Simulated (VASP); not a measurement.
Here is a VASP 6.6.1 calculation.

Contents of INCAR:

```
SYSTEM = MgS
ALGO     = Fast           ! electronic algorithm
EDIFF    = 1E-6           ! SCF threshold, eV
ENCUT    = 520            ! plane-wave cutoff, eV
GGA      = PE             ! functional
GGA_COMPAT= .False.      
ISIF     = 2              ! what is computed and relaxed
ISMEAR   = 0              ! smearing method
KPAR     = 4            
LASPH    = .True.         ! aspherical terms in the spheres
LCHARG   = .True.         ! write CHGCAR
LORBIT   = 11             ! projections on sites
LREAL    = .False.        ! projectors in reciprocal space
LSORBIT  = .True.         ! spin-orbit coupling
LVHAR    = .True.       
LWAVE    = .False.        ! write WAVECAR
MAGMOM   = 0 0 0 0 0 0    ! initial moments
NELM     = 100            ! most SCF steps
PREC     = Accurate       ! precision mode
SIGMA    = 0.02           ! smearing width, eV
```

Contents of KPOINTS:

```
k-points
0
Gamma
  10 10 10
  0 0 0
```

POSCAR

```
MgS                                     
1.0
   -0.0000000000      2.5903437999      2.5903437999
    2.5903437999      0.0000000000      2.5903437999
    2.5903437999      2.5903437999     -0.0000000000
  Mg              S             
     1     1
Direct
     0.0000000000000000    0.0000000000000000    0.0000000000000000
     0.5000000000000000    0.5000000000000000    0.5000000000000000
```

Potentials or basis: VASP PAW PBE potentials, release 64 (Mg, S).

The run is started by

```bash
$ cat potpaw_PBE.64/Mg/POTCAR potpaw_PBE.64/S/POTCAR > POTCAR
$ mpirun -np 4 vasp_ncl > vasp.out
```

**Question.** Estimate the net moment.

**Answer.** 0.00 μB per cell.

**Question.** Predict the pressure.

**Answer.** 1.9 GPa.

Moments on the atoms (μB; x, y, z):
```
Mg  0.00 0.00 0.00
S   0.00 0.00 0.00
```
